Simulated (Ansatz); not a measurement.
TiCo3:

```
Co Ti
1.0
     3.57100    0.00000    0.00000
     0.00000    3.57100    0.00000
     0.00000    0.00000    3.57100
Co Ti
3 1
Direct
  0.50000 0.50000 0.00000
  0.50000 0.00000 0.50000
  0.00000 0.50000 0.50000
  0.00000 0.00000 0.00000
```

Alike in all runs: program Ansatz 0.2.0; functional PBEsol; potentials or basis Ansatz PAW; cutoff 420 eV (not typed: the program's choice for these potentials); k mesh 6 × 6 × 6; occupations fermi-dirac, width 0.05 eV.

The same cell was started in several ways:

```csv
start,free energy over the lowest (meV/atom),net moment (μB),site or absolute moments (μB),gap
"collinear spin, ferromagnetic start of up to 0.51 μB; fixed moment 1.8",4.9,1.80,Co +0.71; Ti -0.22,-
"collinear spin, ferromagnetic start of up to 2 μB; fixed moment 7",732.3,7.00,Co +2.02; Ti +0.55,-
"collinear spin, program default start; fixed moment 0",9.2,0.00,-,-
"collinear spin, ferromagnetic start of up to 1.49 μB; fixed moment 5.2",385.9,5.20,Co +1.65; Ti +0.11,-
"collinear spin, ferromagnetic start of up to 4 μB; fixed moment 14",4204.1,14.00,Co +3.21; Ti +2.33,-
"collinear spin, ferromagnetic start of up to 2.51 μB; fixed moment 8.8",1169.3,8.80,Co +2.33; Ti +1.09,-
"non-collinear spin, random start of up to 0.83 μB",0.0,2.60,absolute 3.67,none (metal or under the smearing width)
"collinear spin, ferromagnetic start of up to 1 μB; fixed moment 3.5",97.0,3.50,Co +1.26; Ti -0.21,-
"collinear spin, ferromagnetic start of up to 3 μB; fixed moment 10.5",1769.0,10.50,Co +2.62; Ti +1.54,-
```

Runs with fixed or held moments lie higher by the price of the constraint. A still lower state may exist.

Caveats: the total moment is fixed, so each spin has its own Fermi level (some runs); the starting moments weren't kept (some runs).
